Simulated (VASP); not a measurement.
# Input and output of a VASP PBEsol single-point calculation on BN (zincblende)

INCAR

```
EDIFF = 1E-7
LASPH = .TRUE.
NSW = 0
IBRION = -1
NELM = 120
LCHARG = .FALSE.
GGA = PS
ISIF = 2
ISMEAR = 0
ENCUT = 520
NBANDS = 11
LREAL = .FALSE.
SIGMA = 0.01
PREC = Accurate
LWAVE = .FALSE.
```

KPOINTS

```
KPOINTS created by Atomic Simulation Environment
0
Gamma
12 12 12
0 0 0
```

KPOINTS_OPT

```
special points
6
Reciprocal
0.0000000000 0.0000000000 0.0000000000 1
0.5000000000 0.0000000000 0.5000000000 1
0.5000000000 0.2500000000 0.7500000000 1
0.3750000000 0.3750000000 0.7500000000 1
0.5000000000 0.5000000000 0.5000000000 1
0.6250000000 0.2500000000 0.6250000000 1
```

POSCAR

```
B  N
 1.0000000000000000
     0.0000000000000000    1.8048254637186480    1.8048254637186480
     1.8048254637186480   -0.0000000000000000    1.8048254637186480
     1.8048254637186480    1.8048254637186480    0.0000000000000000
 B   N
   1   1
Cartesian
  0.0000000000000000  0.0000000000000000 -0.0000000000000000
  0.9024127318593240  0.9024127318593240  0.9024127318593240
```

VASP ran with the recommended PBE PAW datasets (8 valence electrons in the cell).

Command

```
mpirun -np 1 vasp_std
```

From OUTCAR

```
k-points           NKPTS =     72   k-points in BZ     NKDIM =     72   number of bands    NBANDS=     11

   NELECT =       8.0000    total number of electrons

   dimension x,y,z NGX =    20 NGY =   20 NGZ =   20
   dimension x,y,z NGXF=    40 NGYF=   40 NGZF=   40

  energy-cutoff  :      520.00
  volume of cell :       11.76
      direct lattice vectors                 reciprocal lattice vectors
     0.000000000  1.804825464  1.804825464    -0.277035098  0.277035098  0.277035098
     1.804825464  0.000000000  1.804825464     0.277035098 -0.277035098  0.277035098
     1.804825464  1.804825464  0.000000000     0.277035098  0.277035098 -0.277035098

 k-points in reciprocal lattice and weights: KPOINTS created by Atomic Simulation Env
   0.00000000  0.00000000  0.00000000       0.001
   0.08333333  0.00000000  0.00000000       0.005
   0.16666667  0.00000000  0.00000000       0.005
   0.25000000  0.00000000  0.00000000       0.005
   0.33333333  0.00000000  0.00000000       0.005
   0.41666667  0.00000000  0.00000000       0.005
   0.50000000  0.00000000  0.00000000       0.002
   0.08333333  0.08333333  0.00000000       0.003
   ...

 E-fermi :   7.4613

 k-point     1 :       0.0000    0.0000    0.0000
  band No.  band energies     occupation
      1     -12.8861      2.00000
      2       7.4176      2.00000
      3       7.4176      2.00000
      4       7.4176      2.00000
      5      16.2001      0.00000
      6      16.2001      0.00000
      7      16.2001      0.00000
      8      17.7569      0.00000
      9      32.0109      0.00000
     10      35.1617      0.00000
     11      35.1617      0.00000

 k-point     2 :       0.0833    0.0000    0.0000
  band No.  band energies     occupation
      1     -12.7155      2.00000
      2       6.4955      2.00000
      3       7.2345      2.00000
      4       7.2345      2.00000
      5      16.4077      0.00000
      6      16.4771      0.00000
      7      16.4771      0.00000
      8      18.3274      0.00000
      9      31.7687      0.00000
     10      32.8497      0.00000
     11      32.8497      0.00000

 k-point     3 :       0.1667    0.0000    0.0000
  band No.  band energies     occupation
      1     -12.2099      2.00000
      2       4.3759      2.00000
      3       6.7898      2.00000
      4       6.7898      2.00000
      5      16.7280      0.00000
      6      17.1182      0.00000
      7      17.1182      0.00000
      8      19.6522      0.00000
      9      31.1651      0.00000
     10      31.2826      0.00000
     11      31.2826      0.00000

 k-point     4 :       0.2500    0.0000    0.0000
  band No.  band energies     occupation
      1     -11.3919      2.00000
      2       1.8871      2.00000
      3       6.2776      2.00000
      4       6.2776      2.00000
      5      17.0425      0.00000
      6      17.7240      0.00000
      7      17.7240      0.00000
      8      20.9560      0.00000
      9      30.6153      0.00000
     10      30.8819      0.00000
     11      30.8819      0.00000

 k-point     5 :       0.3333    0.0000    0.0000
  band No.  band energies     occupation
      1     -10.3229      2.00000
      2      -0.5275      2.00000
      3       5.8415      2.00000
      4       5.8415      2.00000
      5      17.3187      0.00000
      6      18.0256      0.00000
      7      18.0256      0.00000
      8      21.8738      0.00000
      9      30.4181      0.00000
     10      31.6928      0.00000
     11      31.6928      0.00000

 k-point     6 :       0.4167    0.0000    0.0000
  band No.  band energies     occupation
      1      -9.1908      2.00000
      2      -2.5148      2.00000
      3       5.5578      2.00000
      4       5.5578      2.00000
      5      17.5039      0.00000
      6      18.0753      0.00000
      7      18.0753      0.00000
      8      22.3796      0.00000
      9      30.5392      0.00000
     10      33.2549      0.00000
     11      33.2549      0.00000

 k-point     7 :       0.5000    0.0000    0.0000
  band No.  band energies     occupation
      1      -8.5958      2.00000
      2      -3.4019      2.00000
      3       5.4600      2.00000
      4       5.4600      2.00000
      5      17.5680      0.00000
      6      18.0633      0.00000
      7      18.0633      0.00000
      8      22.5386      0.00000
      9      30.6654      0.00000
     10      34.1891      0.00000
     11      34.2286      0.00000

 k-point     8 :       0.0833    0.0833    0.0000
  band No.  band energies     occupation
      1     -12.6588      2.00000
      2       6.8238      2.00000
      3       6.8603      2.00000
      4       6.8603      2.00000
      5      15.8437      0.00000
      6      16.9451      0.00000
      7      16.9451      0.00000
      8      18.3926      0.00000
      9      30.0840      0.00000
     10      32.8648      0.00000
     11      35.4792      0.00000

 k-point     9 :       0.1667    0.0833    0.0000
  band No.  band energies     occupation
      1     -12.2650      2.00000
      2       5.0949      2.00000
      3       6.2985      2.00000
      4       6.7526      2.00000
      5      15.8819      0.00000
      6      17.5252      0.00000
      7      17.7398      0.00000
      8      19.3233      0.00000
      9      28.4015      0.00000
     10      32.8695      0.00000
     11      33.8527      0.00000

 k-point    10 :       0.2500    0.0833    0.0000
  band No.  band energies     occupation
      1     -11.5507      2.00000
      2       2.7523      2.00000
      3       5.7523      2.00000
      4       6.3351      2.00000
      5      16.3471      0.00000
      6      17.9374      0.00000
      7      18.4652      0.00000
      8      20.4443      0.00000
      9      27.8583      0.00000
     10      32.5218      0.00000
     11      33.0061      0.00000

 k-point    11 :       0.3333    0.0833    0.0000
  band No.  band energies     occupation
      1     -10.5606      2.00000
      2       0.3343      2.00000
      3       5.3504      2.00000
      4       5.7967      2.00000
      5      16.8150      0.00000
      6      18.2156      0.00000
      7      18.8203      0.00000
      8      21.3709      0.00000
      9      28.3971      0.00000
     10      32.2924      0.00000
     11      33.3074      0.00000

 k-point    12 :       0.4167    0.0833    0.0000
  band No.  band energies     occupation
      1      -9.4226      2.00000
      2      -1.8055      2.00000
      3       5.1540      2.00000
      4       5.2980      2.00000
      5      17.1278      0.00000
      6      18.3027      0.00000
      7      18.8003      0.00000
      8      22.2009      0.00000
      9      29.2782      0.00000
     10      32.7841      0.00000
     11      34.2864      0.00000

 k-point    13 :       0.5000    0.0833    0.0000
  band No.  band energies     occupation
      1      -8.5568      2.00000
      2      -3.1438      2.00000
      3       4.9348      2.00000
      4       5.1807      2.00000
      5      17.3755      0.00000
      6      18.2768      0.00000
      7      18.6056      0.00000
      8      22.7212      0.00000
      9      29.8286      0.00000
     10      33.8531      0.00000
     11      34.3975      0.00000

 k-point    14 :      -0.4167    0.0833    0.0000
  band No.  band energies     occupation
      1      -8.7653      2.00000
      2      -2.8397      2.00000
      3       4.7622      2.00000
      4       5.4197      2.00000
      5      17.6604      0.00000
      6      18.1811      0.00000
      7      18.3890      0.00000
      8      22.6821      0.00000
      9      30.0184      0.00000
     10      32.6875      0.00000
     11      34.1413      0.00000

 k-point    15 :      -0.3333    0.0833    0.0000
  band No.  band energies     occupation
      1      -9.8033      2.00000
      2      -1.1463      2.00000
      3       4.8096      2.00000
      4       5.8356      2.00000
      5      17.8068      0.00000
      6      18.1425      0.00000
      7      18.1482      0.00000
      8      22.1035      0.00000
      9      29.9744      0.00000
     10      30.6809      0.00000
     11      34.0521      0.00000

 k-point    16 :      -0.2500    0.0833    0.0000
  band No.  band energies     occupation
      1     -10.9168      2.00000
      2       1.1215      2.00000
      3       5.0853      2.00000
      4       6.3632      2.00000
      5      17.5344      0.00000
      6      17.7336      0.00000
      7      18.2257      0.00000
      8      21.2144      0.00000
      9      29.4668      0.00000
     10      29.7958      0.00000
     11      33.6884      0.00000

 ...

  Total       -0.0480192     -0.0480192     -0.0480192     -0.0000000     -0.0000000      0.0000000
  in kB       -6.5431906     -6.5431906     -6.5431906     -0.0000000     -0.0000000      0.0000000
  external PRESSURE =      -6.5431906 kB  Pullay stress =       0.0000000 kB

 POSITION                                       TOTAL-FORCE (eV/Angst)
 -----------------------------------------------------------------------------------
      0.00000      0.00000      0.00000        -0.000000     -0.000000     -0.000000
      0.90241      0.90241      0.90241         0.000000      0.000000      0.000000
 -----------------------------------------------------------------------------------
    total drift:                                0.000000      0.000000      0.000000

  FREE ENERGIE OF THE ION-ELECTRON SYSTEM (eV)
  ---------------------------------------------------
  free  energy   TOTEN  =       -18.3469061979 eV

  energy  without entropy=      -18.3469061979  energy(sigma->0) =      -18.34690620
```

| Item | Value |
| --- | --- |
| gap between bands v and c | 4.28 eV |
| least direct gap | 8.78 eV |
| pressure | -0.7 GPa |

Band v is the last that the valence electrons fill when counted band by band, and c is the next.

The run took about 10 s on one core of a shared host (Intel Xeon Platinum 8488C) and held 0.12 GiB at most.
